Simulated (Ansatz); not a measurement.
Relaxed (001) slab cut from CuO (space group Cccm (No. 66)); the slab's formula is CuO, its outer planes Cu (top) and O (bottom):

```yaml
crystal:
  lattice:
    - [2.94870, 0.00000, 0.00000]
    - [-0.00819, 2.94869, 0.00000]
    - [0.00000, 0.00000, 29.16597]
  atoms:
    - { symbol: O, position: [0.50000, 0.50000, 0.26326] }
    - { symbol: Cu, position: [0.50000, 0.00000, 0.30126] }
    - { symbol: O, position: [0.50000, 0.50000, 0.34539] }
    - { symbol: Cu, position: [0.00000, 0.50000, 0.38946] }
    - { symbol: O, position: [0.50000, 0.50000, 0.43349] }
    - { symbol: Cu, position: [0.50000, 0.00000, 0.47751] }
    - { symbol: O, position: [0.50000, 0.50000, 0.52190] }
    - { symbol: Cu, position: [0.00000, 0.50000, 0.56599] }
    - { symbol: O, position: [0.50000, 0.50000, 0.60995] }
    - { symbol: Cu, position: [0.50000, 0.00000, 0.65432] }
    - { symbol: O, position: [0.50000, 0.50000, 0.69851] }
    - { symbol: Cu, position: [0.00000, 0.50000, 0.73897] }
```

All numbers below come from DFT PBE, scalar-relativistic, plane waves, PAW in Ansatz. Settings: cutoff 420 eV, Γ-centred mesh 12×12×1 on the computed 12-atom cell, Gaussian smearing of 0.10 eV; no spin polarisation. A dipole correction removes the field between periodic images along c.

The potential is the smooth part; its values at the atoms depend on the PAW datasets.

**Question.** How does the plane-averaged electrostatic potential energy of an electron run along c, counted from the Fermi level?

**Answer.** (z (Å), V (eV)): (2.92, 8.23), (3.21, 8.23), (3.50, 8.23), (3.79, 8.23), (4.08, 8.23), (4.37, 8.23), (4.67, 8.23), (4.96, 8.23), (5.25, 8.23), (5.54, 8.23), (5.83, 8.21), (6.12, 8.17), (6.42, 8.04), (6.71, 7.65), (7.00, 6.38), (7.29, 2.06), (7.58, -1.78), (7.87, -3.20), (8.17, -4.64), (8.46, -7.58), (8.75, -9.83), (9.04, -8.76), (9.33, -4.55), (9.62, -2.76), (9.92, -4.06), (10.21, -4.16), (10.50, -2.84), (10.79, -4.32), (11.08, -8.74), (11.37, -10.26), (11.67, -8.35), (11.96, -3.86), (12.25, -2.90), (12.54, -4.27), (12.83, -3.90), (13.12, -2.73), (13.42, -5.14), (13.71, -9.24), (14.00, -10.11), (14.29, -7.54), (14.58, -3.14), (14.87, -2.98), (15.17, -4.33), (15.46, -3.64), (15.75, -2.76), (16.04, -5.93), (16.33, -9.63), (16.62, -9.97), (16.92, -6.90), (17.21, -3.00), (17.50, -3.36), (17.79, -4.39), (18.08, -3.27), (18.37, -2.79), (18.67, -6.73), (18.96, -9.92), (19.25, -9.71), (19.54, -6.14), (19.83, -2.83), (20.12, -3.71), (20.42, -4.70), (20.71, -4.04), (21.00, -5.09), (21.29, -8.68), (21.58, -10.04), (21.87, -8.00), (22.17, -2.92), (22.46, 1.38), (22.75, 2.99), (23.04, 3.74), (23.33, 4.12), (23.62, 4.32), (23.92, 4.41), (24.21, 4.46), (24.50, 4.49), (24.79, 4.50), (25.08, 4.51), (25.37, 4.51), (25.67, 4.51), (25.96, 4.51), (26.25, 4.51), (26.54, 4.51)

The vacuum level lies 4.51 eV (top face) and 8.23 eV (bottom face) above the Fermi level.

Spin polarisation was left out, and a magnetic state may lie lower.

The reference crystal is a form of CuO, which isn't its usual structure.

Cost: 1 run of about 33 core-minutes, on Arm Neoverse V1 (shared hosts).